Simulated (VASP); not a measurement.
# WC (P-6m2) in VASP: a series of runs

The runs below take WC through single point, relaxation of cell and atoms, with PBE.

All numbers are computed with VASP 6.6.1; they aren't measurements. Logs are shortened: lines on timing, memory, paths and dates and some standing lists are left out, and cuts for length are marked.

### Step 1. The structure

Symmetry: P-6m2, No. 187, hexagonal system. The conventional cell has a = 2.922 Å, b = 2.922 Å, c = 2.847 Å, α = 90.00°, β = 90.00°, γ = 120.00°. Around W (site symmetry -6m2) lie 6 C at 2.21 Å. Around C (site symmetry -6m2) lie 6 W at 2.21 Å.

The cell was built by a generator and needn't be a form met in nature.

### Step 2. Single point, PBE

The input, INCAR:

```
  PREC = Accurate
  ENCUT = 520
  EDIFF = 1E-6
  ISMEAR = 0
  SIGMA = 0.1
  LREAL = False
  LASPH = True
  NELM = 100
  ALGO = Normal
  ISIF = 2
  LWAVE = False
  LCHARG = False
  GGA = PE
  NBANDS = 16
```

The input, KPOINTS:

```
regular mesh
0
Gamma
  18 18 14
```

The input, POSCAR:

```
WC
1.0
    2.9218906138      0.0000000000      0.0000000000
   -1.4609453069      2.5304314986      0.0000000000
    0.0000000000      0.0000000000      2.8472552532
W C
1 1
Direct
    0.0000000000      0.0000000000      0.0000000000
    0.3333333333      0.6666666667      0.5000000000
```

Potentials or basis: VASP PAW PBE potentials, release 64 (W_sv, C).

Launch:

```console
cat potpaw_PBE.64/W_sv/POTCAR potpaw_PBE.64/C/POTCAR > POTCAR
mpirun -np 1 vasp_std > vasp.out
```

OUTCAR:

```text
PREC = Accurate
   ENCUT = 520
   EDIFF = 1E-6
   ISMEAR = 0
   LREAL = False
   LASPH = True
   NELM = 100
   ISIF = 2
   GGA = PE

 ion  position               nearest neighbor table
   1  0.000  0.000  0.000-   2 2.21   2 2.21   2 2.21   2 2.21   2 2.21   2 2.21
   2  0.333  0.667  0.500-   1 2.21   1 2.21   1 2.21   1 2.21   1 2.21   1 2.21

  LATTYP: Found a hexagonal cell.
 ALAT       =     2.9218906138
 C/A-ratio  =     0.9744564837

  Lattice vectors:

 A1 = (   2.9218906138,   0.0000000000,   0.0000000000)
 A2 = (  -1.4609453069,   2.5304314986,   0.0000000000)
 A3 = (   0.0000000000,   0.0000000000,   2.8472552532)

Analysis of symmetry for initial positions (statically):
=====================================================================
 Subroutine PRICEL returns:
 Original cell was already a primitive cell.

 Routine SETGRP: Setting up the symmetry group for a
 hexagonal supercell.

 Subroutine GETGRP returns: Found 12 space group operations
 (whereof 12 operations were pure point group operations)
 out of a pool of 24 trial point group operations.

The static configuration has the point symmetry D_3h.

Analysis of symmetry for dynamics (positions and initial velocities):
=====================================================================
 Subroutine PRICEL returns:
 Original cell was already a primitive cell.

 Routine SETGRP: Setting up the symmetry group for a
 hexagonal supercell.

 Subroutine GETGRP returns: Found 12 space group operations
 (whereof 12 operations were pure point group operations)
 out of a pool of 24 trial point group operations.

The dynamic configuration has the point symmetry D_3h.

 Subroutine INISYM returns: Found 12 space group operations
 (whereof 12 operations are pure point group operations),
 and found     1 'primitive' translations

----------------------------------------------------------------------------------------

                                     Primitive cell

  volume of cell :      21.0516

  direct lattice vectors                    reciprocal lattice vectors
     2.921890614  0.000000000  0.000000000     0.342244160  0.197594758  0.000000000
    -1.460945307  2.530431499  0.000000000     0.000000000  0.395189516  0.000000000
     0.000000000  0.000000000  2.847255253     0.000000000  0.000000000  0.351215438

  length of vectors
     2.921890614  2.921890614  2.847255253     0.395189516  0.395189516  0.351215438

  position of ions in fractional coordinates (direct lattice)
     0.000000000  0.000000000  0.000000000
     0.333333333  0.666666667  0.500000000

  ion indices of the primitive-cell ions
   primitive index   ion index
                 1           1
                 2           2

----------------------------------------------------------------------------------------

 KPOINTS: regular mesh

Automatic generation of k-mesh.
 Grid dimensions read from file:
 generate k-points for:   18   18   14

 Generating k-lattice:

  Cartesian coordinates                     Fractional coordinates (reciprocal lattice)
     0.019013564  0.010977487  0.000000000     0.055555556 -0.000000000  0.000000000
     0.000000000  0.021954973  0.000000000     0.000000000  0.055555556  0.000000000
     0.000000000  0.000000000  0.025086817     0.000000000  0.000000000  0.071428571

  Length of vectors
     0.021954973  0.021954973  0.025086817

  Shift w.r.t. Gamma in fractional coordinates (k-lattice)
     0.000000000  0.000000000  0.000000000

 Subroutine IBZKPT returns following result:
 ===========================================

 Found    296 irreducible k-points:

 Following reciprocal coordinates:
            Coordinates               Weight
  0.000000  0.000000  0.000000      1.000000
  0.055556  0.000000  0.000000      6.000000
  0.111111  0.000000  0.000000      6.000000
  0.166667  0.000000  0.000000      6.000000
  0.222222 -0.000000  0.000000      6.000000
  0.277778  0.000000  0.000000      6.000000
[... 16 lines left out ...]
  0.333333  0.111111  0.000000     12.000000
  0.388889  0.111111  0.000000     12.000000
 [... further k-points ...]
   k-points           NKPTS =    296   k-points in BZ     NKDIM =    296   number of bands    NBANDS=     16
   number of dos      NEDOS =    301   number of ions     NIONS =      2
   total plane-waves  NPLWV =  13824
   dimension x,y,z NGX =    24 NGY =   24 NGZ =   24
   dimension x,y,z NGXF=    48 NGYF=   48 NGZF=   48
   ions per type =               1   1
   NGX,Y,Z   is equivalent  to a cutoff of  13.66, 13.66, 14.01 a.u.
   NGXF,Y,Z  is equivalent  to a cutoff of  27.31, 27.31, 28.03 a.u.
 SYSTEM =  unknown system
   PREC   = accura    normal or accurate (medium, high low for compatibility)
   ISTART =      0    job   : 0-new  1-cont  2-samecut
   ICHARG =      2    charge: 1-file 2-atom 10-const
   ISPIN  =      1    spin polarized calculation?
   LNONCOLLINEAR =      F non collinear calculations
   LSORBIT =      F    spin-orbit coupling
   LASPH  =      T    aspherical Exc in radial PAW
   ENCUT  =  520.0 eV  38.22 Ry    6.18 a.u.   5.43  5.43  5.29*2*pi/ulx,y,z
   NELM   =    100;   NELMIN=  2; NELMDL= -5     # of ELM steps
   EDIFF  = 0.1E-05   stopping-criterion for ELM
   LREAL  =      F    real-space projection
   EDIFFG = 0.1E-04   stopping-criterion for IOM
   NSW    =      0    number of steps for IOM
   IBRION =     -1    ionic relax: 0-MD 1-quasi-New 2-CG
   NFREE  =      0    steps in history (QN), initial steepest desc. (CG)
   ISIF   =      2    stress and relaxation
   ISYM   =      2    0-nonsym 1-usesym 2-fastsym
   POTIM  = 0.5000    time-step for ionic-motion
   TEBEG  =    0.0;   TEEND  =   0.0 temperature during run
   PSTRESS=    0.0 pullay stress
   NELECT =      18.0000    total number of electrons
   NUPDOWN=      -1.0000    fix difference up-down
   EMIN   =  10.00;   EMAX   =-10.00  energy-range for DOS
   EFERMI =   0.00;   METHOD = LEGACY
   ISMEAR =     0;   SIGMA  =   0.10  broadening in eV -4-tet -1-fermi 0-gaus
   EFERMI_NEDOS =   21; number of points for ismear=-14 and -15
   IALGO  =     38    algorithm
   IMIX   =      4    mixing-type and parameters
     AMIX     =   0.40;   BMIX     =  1.00
     AMIX_MAG =   1.60;   BMIX_MAG =  1.00
  volume/ion in A,a.u.               =      10.53        71.03
  Fermi-wavevector in a.u.,A,eV,Ry     =   1.553832  2.936316 32.849817  2.414393
  Thomas-Fermi vector in A             =   2.658006
   LORBIT       =      0    0 simple, 1 ext, 2 COOP (PROOUT), +10 PAW based schemes
   GGA     = PE    functional components
   LHFCALC =     F    Hartree Fock is set to
   AEXX    =    0.0000 exact exchange contribution
   IVDW    =     0    specifies the selected vdW correction
   LEPSILON=     F    determine dielectric tensor
   LRPA    =     F    only Hartree local field effects (RPA)
 non-spin polarized calculation
 Gauss-broadening in eV      SIGMA  =   0.10
  energy-cutoff  :      520.00
  volume of cell :       21.05
 maximum number of plane-waves:       587
 NGX is ok and might be reduce to    24
   NGX = 11   NGY = 11   NGZ = 11

 number of electron      18.0000000 magnetization

 Free energy of the ion-electron system (eV)
  ---------------------------------------------------
  ext. energy  EPLUGINS =         0.00000000
  ---------------------------------------------------
  free energy    TOTEN  =       -22.44992711 eV

  energy without entropy =      -22.44853411  energy(sigma->0) =      -22.44923061

 E-fermi :  10.8630     XC(G=0): -13.7200

 val. band max:       10.8541030679   @ k =   0.4444  -0.0000   0.5000
 cond. band min:      10.8733096799   @ k =   0.4444   0.0556   0.4286
 fundamental gap:      0.0192066120
 Fermi energy:        10.8630343759

 k-point     1 :       0.0000    0.0000    0.0000
  band No.  band energies     occupation
      1     -63.1592      2.00000
      2     -27.1358      2.00000
      3     -27.0453      2.00000
      4     -27.0453      2.00000
      5      -3.4655      2.00000
      6       6.6456      2.00000
[... 8 lines left out ...]
     15      25.0888      0.00000
     16      27.4713      0.00000

 k-point     2 :       0.0556    0.0000    0.0000
  band No.  band energies     occupation
      1     -63.1576      2.00000
      2     -27.1326      2.00000
      3     -27.0698      2.00000
      4     -27.0509      2.00000
      5      -3.3856      2.00000
      6       6.6749      2.00000
[... 8 lines left out ...]
     15      24.9078      0.00000
     16      27.6405      0.00000

 k-point     3 :       0.1111    0.0000    0.0000
  band No.  band energies     occupation
      1     -63.1529      2.00000
      2     -27.1397      2.00000
      3     -27.1236      2.00000
      4     -27.0667      2.00000
      5      -3.1519      2.00000
      6       6.6408      2.00000
[... 8 lines left out ...]
     15      24.6069      0.00000
     16      28.1284      0.00000

 k-point     4 :       0.1667    0.0000    0.0000
  band No.  band energies     occupation
      1     -63.1457      2.00000
      2     -27.2454      2.00000
      3     -27.1098      2.00000
      4     -27.0910      2.00000
      5      -2.7825      2.00000
      6       6.2607      2.00000
[... 8 lines left out ...]
     15      24.4515      0.00000
     16      28.8810      0.00000
[... 324 lines left out ...]
 k-point    22 :       0.2778    0.1111    0.0000
  band No.  band energies     occupation
      1     -63.1163      2.00000
      2     -27.6256      2.00000
      3     -27.2273      2.00000
      4     -27.0530      2.00000
      5      -1.0209      2.00000
      6       4.6489      2.00000
[... 8 lines left out ...]
     15      25.8361      0.00000
     16      27.2786      0.00000

 k-point    23 :       0.3333    0.1111    0.0000
  band No.  band energies     occupation
      1     -63.1096      2.00000
      2     -27.7107      2.00000
      3     -27.2577      2.00000
      4     -27.0398      2.00000
      5      -0.5155      2.00000
      6       4.3048      2.00000
[... 8 lines left out ...]
     15      25.3231      0.00000
     16      27.5322      0.00000

 k-point    24 :       0.3889    0.1111    0.0000
  band No.  band energies     occupation
      1     -63.1051      2.00000
      2     -27.7657      2.00000
      3     -27.2775      2.00000
      4     -27.0312      2.00000
      5      -0.1463      2.00000
      6       4.0740      2.00000
[... 8 lines left out ...]
     15      24.4745      0.00000
     16      28.2038      0.00000

 [... further k-points ...]
[... 5 lines left out ...]
  --------------------------------------------------------------------------------------
  -------------------------------------------------------------------------------------
  Total        0.1188035      0.1188035      0.1544252      0.0000000      0.0000000     -0.0000000
  in kB        9.0417989      9.0417989     11.7528669      0.0000000      0.0000000     -0.0000000
  external PRESSURE =       9.9454883 kB  Pullay stress =       0.0000000 kB

 VOLUME and BASIS-vectors are now :
 -----------------------------------------------------------------------------
  energy-cutoff  :      520.00
  volume of cell :       21.05
      direct lattice vectors                 reciprocal lattice vectors
     2.921890614  0.000000000  0.000000000     0.342244160  0.197594758  0.000000000
    -1.460945307  2.530431499  0.000000000     0.000000000  0.395189516  0.000000000
     0.000000000  0.000000000  2.847255253     0.000000000  0.000000000  0.351215438

 POSITION                                       TOTAL-FORCE (eV/Angst)
 -----------------------------------------------------------------------------------
      0.00000      0.00000      0.00000        -0.000000      0.000000      0.000000
     -0.00000      1.68695      1.42363         0.000000     -0.000000      0.000000
 -----------------------------------------------------------------------------------
    total drift:                               -0.000000      0.000000     -0.000000

  FREE ENERGIE OF THE ION-ELECTRON SYSTEM (eV)
  ---------------------------------------------------
  free  energy   TOTEN  =       -22.4499271062 eV

  energy  without entropy=      -22.4485341051  energy(sigma->0) =      -22.44923061
```

Run time: 24 s. Hardware: 1 thread of Intel Xeon 6975P-C (Granite Rapids), shared host; peak memory 0.22 GiB.

Results:

```
Free energy            : -22.4499 eV
Pressure               : 1.0 GPa
Band gap on the k mesh : none (metal or under the smearing width)
```

Levels at points of the mesh, in eV from the Fermi level:
```
           k point  band 5  band 6  band 7  band 8  band 9  band 10  band 11  band 12  band 13  band 14
(0.00, 0.00, 0.00)  -14.33   -4.22   -3.27   -3.27    0.11     3.18     3.18     5.56     5.56     6.28
(0.50, 0.00, 0.00)  -11.03   -6.96   -3.53   -3.49   -0.46     2.32     4.45     4.79     6.79     9.57
(0.00, 0.00, 0.50)  -10.38   -8.55   -1.98   -1.98   -0.56    -0.56     3.65     4.49     4.49     9.89
(0.50, 0.00, 0.50)  -11.19   -6.36   -4.24   -4.14    0.27     4.34     5.22     6.52     9.05     9.96
```

The run has no spin-orbit coupling, so splittings on W are missing.

### Step 3. Relaxation of cell and atoms, PBE

The input, INCAR:

```
ALGO = Normal
EDIFF = 1E-6
EDIFFG = -0.002
ENCUT = 600
GGA = PE
IBRION = 2
ISIF = 3
ISMEAR = 0
LASPH = T
LCHARG = F
LREAL = F
LWAVE = F
NELM = 100
NSW = 100
PREC = Accurate
SIGMA = 0.1
```

The input, KPOINTS:

```
k-points
0
Gamma
  18 18 14
```

The input, POSCAR:

```
WC
1.0
    2.9226611779      0.0000000000      0.0000000000
   -1.4613305890      2.5310988267      0.0000000000
    0.0000000000      0.0000000000      2.8463861539
W C
1 1
Direct
    0.0000000000      0.0000000000      0.0000000000
    0.3333333333      0.6666666667      0.5000000000
```

Potentials or basis: VASP PAW PBE potentials, release 64 (W_sv, C).

Launch:

```console
cat potpaw_PBE.64/W_sv/POTCAR potpaw_PBE.64/C/POTCAR > POTCAR
mpirun -np 1 vasp_std > vasp.out
```

Run time: 85 s. Hardware: 1 thread of Intel Xeon 6975P-C (Granite Rapids), shared host; peak memory 0.23 GiB.

The run converged. Its results:

| Quantity | Value |
| --- | --- |
| Free energy | -22.4510 eV |
| Relaxed volume | 10.55 Å³/atom |
| Relaxed cell | a = 2.924 Å, b = 2.924 Å, c = 2.850 Å, α = 90.00°, β = 90.00°, γ = 120.00° |
| Space group after relaxing (to 0.05 Å) | P-6m2 (No. 187) |
| Energy gained by relaxing | 0.1 meV/atom |
| Ionic steps | 13 |
| Pressure after relaxing | 0.0 GPa |
| Band gap on the k mesh | none (metal or under the smearing width) |

The path:
```
step  energy change (eV)  largest force (eV/Å)  pressure (GPa)  volume (Å³)
   1              0.0000                0.0000            0.86        21.06
   2              0.0009                0.0000           -2.35        21.23
   3             -0.0001                0.0000           -0.04        21.10
   4             -0.0001                0.0000           -0.02        21.10
   5             -0.0001                0.0000            0.04        21.10
   6             -0.0001                0.0000            0.03        21.10
   7             -0.0001                0.0000            0.03        21.10
   8             -0.0001                0.0000            0.03        21.10
   9             -0.0001                0.0000            0.02        21.10
  10             -0.0001                0.0000            0.01        21.10
  11             -0.0001                0.0000            0.01        21.10
  12             -0.0001                0.0000            0.01        21.10
  13             -0.0001                0.0000            0.00        21.10
```

Final structure:
```
W C
1.0
     2.92406    0.00000    0.00000
    -1.46203    2.53231    0.00000
     0.00000    0.00000    2.84999
W C
1 1
Direct
  0.00000 0.00000 0.00000
  0.33333 0.66667 0.50000
```

Levels at points of the mesh, in eV from the Fermi level:
```tsv
k point	band 6	band 7	band 8	band 9	band 10	band 11	band 12	band 13
(0.00, 0.00, 0.00)	-4.20	-3.26	-3.26	0.11	3.17	3.17	5.55	5.55
(0.50, 0.00, 0.00)	-6.94	-3.52	-3.48	-0.45	2.31	4.43	4.77	6.78
(0.00, 0.00, 0.50)	-8.53	-1.97	-1.97	-0.55	-0.55	3.63	4.49	4.49
(0.50, 0.00, 0.50)	-6.34	-4.22	-4.13	0.27	4.33	5.20	6.50	9.02
```

### Step 4. Single point, PBE

This run uses another cell than the first one, of 10.31 Å³/atom, 0.979 times its volume.

The input, INCAR:

```
SYSTEM = WC
  PREC = Accurate
  ENCUT = 520
  EDIFF = 1E-6
  ISMEAR = 0
  SIGMA = 0.1
  LREAL = .FALSE.
  LASPH = .TRUE.
  NELM = 100
  ALGO = Normal
  ISIF = 2
  LWAVE = .FALSE.
  LCHARG = .TRUE.
  GGA = PE
  LELF = .TRUE.
  LVHAR = .TRUE.
  NBANDS = 16
```

The input, KPOINTS:

```
Automatic mesh
0
G
  9 9 6
  0 0 0
```

The input, POSCAR:

```
WC
1.0
    2.9000000000      0.0000000000      0.0000000000
   -1.4500000000      2.5114737000      0.0000000000
    0.0000000000      0.0000000000      2.8300000000
W C
1 1
Direct
    0.0000000000      0.0000000000      0.0000000000
    0.3333333000      0.6666667000      0.5000000000
```

Launch:

```console
cat potpaw_PBE.64/W_sv/POTCAR potpaw_PBE.64/C/POTCAR > POTCAR
mpirun -np 1 vasp_std > vasp.out
```

It took 5.2 s on 1 thread of Intel Xeon 6975P-C (Granite Rapids), shared host; peak memory 0.14 GiB.

The run converged. Its results:

```yaml
Free_energy: -22.4276 eV
Pressure: 9.8 GPa
Band_gap_on_the_k_mesh: none (metal or under the smearing width)
```

Stress tensor (GPa, compression positive):
```
10.13  0.00  0.00
 0.00 10.13  0.00
 0.00  0.00  9.06
```

Levels at points of the mesh, in eV from the Fermi level:
```csv
k point,band 7,band 8,band 9,band 10,band 11,band 12
"(0.00, 0.00, 0.00)",-3.38,-3.38,0.06,3.24,3.24,5.64
"(0.00, 0.00, 0.50)",-2.06,-2.06,-0.61,-0.61,3.67,4.51
```

Caveat: the k mesh is coarse (spacing up to 0.37 Å⁻¹), so the values aren't converged. Spin-orbit coupling is left out, which matters for the levels of W.

### Step 5. The runs side by side

| task | cell | k mesh | cutoff (eV) | mesh quality | gap on the mesh (eV) | pressure (GPa) |
| --- | --- | --- | --- | --- | --- | --- |
| single point | P-6m2, 10.53 Å³/atom | 18 × 18 × 14 | 520 | not flagged | none | 1.0 |
| relaxation of cell and atoms | relaxed | 18 × 18 × 14 | 600 | not flagged | none | 0.0 |
| single point | P-6m2, 10.31 Å³/atom | 9 × 9 × 6 | 520 | coarse | none | 9.8 |

Alike in all rows: level PBE; potentials or basis VASP PAW PBE potentials, release 64 (W_sv, C); no spin polarisation; smearing gaussian 0.1 eV.

Caveats: some runs use coarse meshes.

Absolute energies hang on the potentials; compare differences alone.
